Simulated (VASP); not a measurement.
The input files of a VASP run:

POSCAR:
```
ZrO2
1
    0.0000000000     2.5450000000     2.5450000000
    2.5450000000     0.0000000000     2.5450000000
    2.5450000000     2.5450000000     0.0000000000
Zr O
1 2
Direct
  0.0000000000   0.0000000000   0.0000000000
  0.2500000000   0.2500000000   0.2500000000
  0.7500000000   0.7500000000   0.7500000000
```

KPOINTS:
```
Automatic mesh
0
Gamma
6 6 6
0 0 0
```

### INCAR
```
SYSTEM = ZrO2
PREC = Accurate
ENCUT = 520
EDIFF = 1E-6
NELM = 100
ALGO = Normal
LREAL = .FALSE.
LASPH = .TRUE.
ISMEAR = 0
SIGMA = 1.0
GGA = PE
LMAXMIX = 4
LWAVE = .FALSE.
LCHARG = .FALSE.
ISIF = 2
```

POTCAR, in this order: Zr_sv O (PBE.64 set). Program: vasp_std.

The run wrote:

File standard output:
```
 POSCAR found type information on POSCAR ZrO
 POSCAR found :  2 types and       3 ions
 Reading from existing POTCAR
 Reading from existing POTCAR
 LDA part: xc-table for (Slater+PW92), standard interpolation
 POSCAR, INCAR and KPOINTS ok, starting setup
 WAVECAR not read
 entering main loop
       N       E                     dE             d eps       ncg     rms          rms(c)
DAV:   1     0.187870603518E+03    0.18787E+03   -0.14747E+04   512   0.155E+03
DAV:   2    -0.272725700365E+02   -0.21514E+03   -0.21043E+03   664   0.388E+02
DAV:   3    -0.347037482797E+02   -0.74312E+01   -0.74251E+01   760   0.729E+01
DAV:   4    -0.349019832494E+02   -0.19823E+00   -0.19821E+00   760   0.815E+00
DAV:   5    -0.349033333827E+02   -0.13501E-02   -0.13501E-02   648   0.625E-01    0.249E+01
DAV:   6    -0.286288416756E+02    0.62745E+01   -0.35982E+01   560   0.469E+01    0.992E+00
DAV:   7    -0.285860370291E+02    0.42805E-01   -0.13985E+00   728   0.967E+00    0.620E+00
DAV:   8    -0.285594218427E+02    0.26615E-01   -0.16044E-01   640   0.429E+00    0.450E-01
DAV:   9    -0.285601339136E+02   -0.71207E-03   -0.16026E-02   704   0.899E-01    0.312E-01
DAV:  10    -0.285612300642E+02   -0.10962E-02   -0.53133E-03   632   0.725E-01    0.150E-01
DAV:  11    -0.285612364700E+02   -0.64057E-05   -0.17854E-03   656   0.345E-01    0.137E-01
DAV:  12    -0.285611800509E+02    0.56419E-04   -0.32078E-04   552   0.143E-01    0.608E-03
DAV:  13    -0.285611817150E+02   -0.16641E-05   -0.15856E-05   688   0.295E-02    0.606E-03
DAV:  14    -0.285611819010E+02   -0.18604E-06   -0.23820E-06   512   0.106E-02
   1 F= -.28561182E+02 E0= -.28557544E+02  d E =-.727534E-02
```

### OUTCAR
```
------------------------ aborting loop because EDIFF is reached ----------------------------------------
  FORCE on cell =-STRESS in cart. coord.  units (eV):
  Direction    XX          YY          ZZ          XY          YZ          ZX
  --------------------------------------------------------------------------------------
  Total        0.8321727      0.8321727      0.8321727      0.0000000      0.0000000     -0.0000000
  in kB       40.4418178     40.4418178     40.4418178      0.0000000      0.0000000     -0.0000000
  external PRESSURE =      40.4418178 kB  Pullay stress =       0.0000000 kB
  volume of cell :       32.97
      direct lattice vectors                 reciprocal lattice vectors
     0.000000000  2.545000000  2.545000000    -0.196463654  0.196463654  0.196463654
     2.545000000  0.000000000  2.545000000     0.196463654 -0.196463654  0.196463654
     2.545000000  2.545000000  0.000000000     0.196463654  0.196463654 -0.196463654
 POSITION                                       TOTAL-FORCE (eV/Angst)
 -----------------------------------------------------------------------------------
      0.00000      0.00000      0.00000        -0.000000      0.000000     -0.000000
      1.27250      1.27250      1.27250         0.000000      0.000000      0.000000
      3.81750      3.81750      3.81750        -0.000000     -0.000000     -0.000000
 -----------------------------------------------------------------------------------
    total drift:                                0.000000      0.000000      0.000000
  FREE ENERGIE OF THE ION-ELECTRON SYSTEM (eV)
  ---------------------------------------------------
  free  energy   TOTEN  =       -28.5611819010 eV

  energy  without entropy=      -28.5539065620  energy(sigma->0) =      -28.55754423
```
(Selected blocks of OUTCAR.)

Q: Read input and log: which fault does this run have?
A) molecular dynamics (IBRION = 0) was asked for without POTIM
B) SIGMA is far too large
C) the mesh has unequal divisions along equivalent axes and breaks the lattice's symmetry
D) LDA potentials were taken and GGA is not set, so the run is LDA and not PBE

A: B, SIGMA is far too large. The run ends without an error. Against the sound run, the energy per atom (σ→0) increases by 0.001 eV/atom; the pressure increases by 0.03 GPa; the band gap stays essentially unchanged.

To mend it, set SIGMA = 0.05.

The mended run (PBE GGA, plane waves, VASP's PBE PAW potentials (set 64)) converges, and its OSZICAR ends with
```
   1 F= -.28560550E+02 E0= -.28560550E+02  d E =-.101112E-14
```

The compound is ZrO2 in the fluorite structure, the high-temperature cubic form, which is unstable at 0 K; the monoclinic form is the stable one. The cell was not relaxed at this level.
